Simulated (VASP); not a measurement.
HfN: single point with PBE

HfN:

```xyz
2
Lattice="0.0000 2.4548 2.4548 2.4548 0.0000 2.4548 2.4548 2.4548 0.0000" Properties=species:S:1:pos:R:3 pbc="T T T"
Hf    0.0000    0.0000    0.0000
N     1.2274    1.2274    1.2274
```

The cell comes from a database or a generator and needn't be the stable form of this composition.

```json
{"Program": "VASP 6.6.1", "Task": "single point", "Functional": "PBE", "Potentials or basis": "VASP PAW PBE potentials, release 64 (Hf_sv_GW, N_GW)", "Cutoff": "500 eV", "k mesh": "5 × 5 × 5", "Occupations": "gaussian, width 0.02 eV", "Spin": "no spin polarisation", "Further INCAR settings": "ALGO = Normal; EDIFF = 1e-06; NBANDS = 16"}
```

The pressure is 0.8 GPa. The band gap on the k mesh is none (metal or under the smearing width).

Levels at points of the mesh, in eV from the Fermi level:
| k point | band 4 | band 5 | band 6 | band 7 | band 8 | band 9 | band 10 | band 11 | band 12 | band 13 |
| --- | --- | --- | --- | --- | --- | --- | --- | --- | --- | --- |
| (0.00, 0.00, 0.00) | -31.19 | -16.25 | -5.56 | -5.56 | -5.56 | -0.79 | 2.15 | 2.15 | 6.50 | 6.50 |

It took 15 s on 1 thread of Intel(R) Xeon(R) Platinum 8375C CPU @ 2.90GHz (Ice Lake), on a shared host, peak memory 0.15 GiB.

Caveat: the k mesh is coarse (spacing up to 0.44 Å⁻¹), so the values aren't converged; the cutoff is under 1.25 times the usual one of these potentials, so pressure, stress and relaxed cells hold a basis-set (Pulay) error. The run has no spin-orbit coupling, so splittings on Hf are missing.
